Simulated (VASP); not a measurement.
Runs of VASP 6.6.1 on ZnO (zincite). Symmetry: P6_3mc, No. 186, hexagonal system. The conventional cell has a = 3.236 Å, b = 3.236 Å, c = 5.222 Å, α = 90.00°, β = 90.00°, γ = 120.00°. Zn (site symmetry 3m) has 4 O at 1.97 to 1.98 Å as nearest neighbours. O (site symmetry 3m) has 4 Zn at 1.97 to 1.98 Å as nearest neighbours. 

| task | level | potentials or basis | cell | gap on the mesh (eV) | pressure (GPa) |
| --- | --- | --- | --- | --- | --- |
| relaxation of cell and atoms | PBEsol | VASP PAW PBE potentials, release 64 (Zn, O) | relaxed | 0.68 | -0.1 |
| relaxation of shape and atoms at fixed volume | PBEsol | VASP PAW PBE potentials, release 64 (Zn, O) | atoms relaxed at fixed volume from: a relaxed cell with its volume scaled by 0.98 | 0.71 | 3.0 |
| relaxation of shape and atoms at fixed volume | PBEsol | VASP PAW PBE potentials, release 64 (Zn, O) | atoms relaxed at fixed volume from: a relaxed cell with its volume scaled by 0.94 | 0.77 | 10.2 |
| relaxation of shape and atoms at fixed volume | PBEsol | VASP PAW PBE potentials, release 64 (Zn, O) | atoms relaxed at fixed volume from: a relaxed cell with its volume scaled by 1.06 | 0.60 | -7.5 |
| relaxation of cell and atoms | LDA | VASP PAW LDA potentials, release 64 (Zn, O) | relaxed | 0.80 | 0.0 |
| relaxation of shape and atoms at fixed volume | PBEsol | VASP PAW PBE potentials, release 64 (Zn, O) | atoms relaxed at fixed volume | 0.68 | -0.1 |
| relaxation of shape and atoms at fixed volume | PBEsol | VASP PAW PBE potentials, release 64 (Zn, O) | atoms relaxed at fixed volume from: a relaxed cell with its volume scaled by 1.02 | (a) | -2.8 |
| relaxation of shape and atoms at fixed volume | PBEsol | VASP PAW PBE potentials, release 64 (Zn, O) | atoms relaxed at fixed volume from: a relaxed cell with its volume scaled by 1.04 | (b) | -5.3 |
| relaxation of shape and atoms at fixed volume | PBEsol | VASP PAW PBE potentials, release 64 (Zn, O) | atoms relaxed at fixed volume from: a relaxed cell with its volume scaled by 0.96 | 0.74 | 6.4 |

Alike in all rows: no spin polarisation; k mesh 9 × 9 × 5; cutoff (eV) 600; smearing gaussian 0.03 eV.

**Question.** Fill in the values left out.

**Answer.** (a) 0.65; (b) 0.63.

Caveats: the PAW data sets were made with another functional, which shifts forces and pressure a little (some runs); the relaxation stopped at its first step, so nothing moved (some runs).

